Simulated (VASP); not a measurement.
# H20CO9: single point with PBE+D3(BJ)

H20CO9:

```
O H C
1.0
     7.36253    0.00000    0.00000
     0.00000    7.36253    0.00000
     0.00000    0.00000    7.36253
O H C
9 20 1
Cartesian
  5.1855 4.0268 6.7690
  5.0950 1.8444 4.1359
  1.2138 6.3530 6.1937
  3.5188 3.8218 3.2721
  7.4258 -0.7046 3.0079
  0.5988 4.0493 4.9404
  2.6213 -0.1598 1.4070
  7.4078 1.1815 4.9589
  2.5329 2.7290 0.6831
  4.4391 3.6118 7.1052
  5.8892 3.3932 6.6675
  4.6564 2.6234 3.7878
  4.9464 1.1420 3.5705
  1.7096 6.4691 7.1276
  0.8396 7.2724 6.0188
  3.3602 3.4250 2.3634
  2.6660 3.8540 3.7049
  7.6829 -1.4793 3.5185
  7.3809 -0.0142 3.7047
  0.7342 4.6820 5.6568
  -0.3262 4.0914 4.6985
  1.7426 -0.5333 1.9284
  3.1907 -0.8459 1.6980
  7.9319 1.9426 4.8186
  6.4971 1.4146 4.6561
  0.8243 3.5542 0.7349
  2.9551 1.8556 0.6851
  0.5574 1.8073 0.3389
  0.9859 2.3800 2.1323
  1.1590 2.5960 1.0502
```

The cell was built by a generator and needn't be a form met in nature.

```yaml
Program: VASP 6.6.1
Task: single point
Functional: PBE
Dispersion: D3(BJ)
Potentials_or_basis: VASP PAW PBE potentials, release 64 (O, H, C)
Cutoff: 520 eV
k_mesh: 1 × 1 × 1
Occupations: fermi-dirac, width 0.02 eV
Spin: no spin polarisation
Dipole_correction: no
Further_INCAR_settings: LREAL = Auto; ALGO = Fast; EDIFF = 1e-06; NBANDS = 60
```

| Property | Result |
| --- | --- |
| Pressure | 0.7 GPa |
| Largest force | 4.034 eV/Å |
| Band gap on the k mesh | 4.51 eV, direct |
| Dispersion energy per atom | -0.026 eV |

Forces on the atoms (eV/Å):
```
O    2.105  2.444 -1.133
O    1.279  1.110  2.506
O    1.145  1.098  2.706
O    0.923 -0.308 -1.455
O    0.138 -0.015 -0.822
O    0.658 -1.076 -0.895
O   -3.901 -0.290  0.985
O   -0.435 -2.242  0.556
O    0.796 -0.254  0.248
H   -2.630 -1.647  1.083
H    0.476 -0.833  0.023
H   -0.994  1.310 -0.329
H   -0.847 -2.639 -2.262
H   -1.149 -0.160 -2.469
H    0.147 -1.036 -0.074
H   -0.260  0.489  0.622
H   -0.900  0.016  0.526
H    0.177 -0.714  0.311
H    0.352  0.460  0.223
H    0.162  1.119  0.538
H   -0.837  0.131 -0.031
H    1.646  1.681 -1.156
H    1.905 -1.399  0.361
H    1.258  1.995 -0.202
H   -0.498  0.602  0.205
H   -1.121  1.070  0.250
H   -0.099 -0.576  0.125
H    1.411  1.440  1.697
H    0.110  0.061 -0.611
C   -1.016 -1.835 -1.527
```

Stress tensor (GPa, compression positive):
```
 1.19 -1.28  0.09
-1.28  2.33 -0.15
 0.09 -0.15 -1.54
```

Levels at points of the mesh, in eV from the valence-band top:
| k point | band 36 | band 37 | band 38 | band 39 | band 40 | band 41 | band 42 | band 43 |
| --- | --- | --- | --- | --- | --- | --- | --- | --- |
| (0.00, 0.00, 0.00) | -0.52 | -0.39 | -0.25 | 0.00 | 4.51 | 6.70 | 7.03 | 7.16 |

It took 72 s on 1 thread of AMD EPYC 7571 (shared host), peak memory 0.38 GiB.

As with any semilocal functional, this PBE gap is likely too small.
